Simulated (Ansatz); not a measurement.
HgTe: zone-centre modes

Level of theory: Ansatz 0.2.0, DFT PBEsol, scalar-relativistic, plane waves, PAW. Cutoff 420 eV, 12×12×12 k-points (Γ-centred), Fermi-Dirac smearing of 0.15 eV. No spin polarisation. Phonons by linear response, acoustic sum rule imposed.

Equilibrium structure at this level:
```xyz
2
Lattice="0.0000 3.2552 3.2552 3.2552 0.0000 3.2552 3.2552 3.2552 0.0000" Properties=species:S:1:pos:R:3 pbc="T T T"
Hg    0.0000    0.0000    0.0000
Te    4.8828    4.8828    4.8828
```

In a metal, frequencies and elastic constants depend on the k mesh and the smearing, soft modes and shear constants most. Spin–orbit coupling is left out, which can shift energies with elements as heavy as these.

Optical modes at Γ; i marks an imaginary frequency:
| frequency (cm⁻¹) | degeneracy |
| --- | --- |
| 109 | 3 |

All 3 optical modes at Γ are real: no displacement of atoms at fixed cell lowers the energy to second order. Strains and modes at other wave vectors aren't tested by this run.

The bands only touch here, so at this level the crystal is a zero-gap semiconductor or semimetal, not an ordinary metal; spin–orbit coupling, left out, can open or move such a gap.

Cost: 1 run of about 0.51 core-minutes, on AMD EPYC 9R45 (Zen 5) (shared hosts).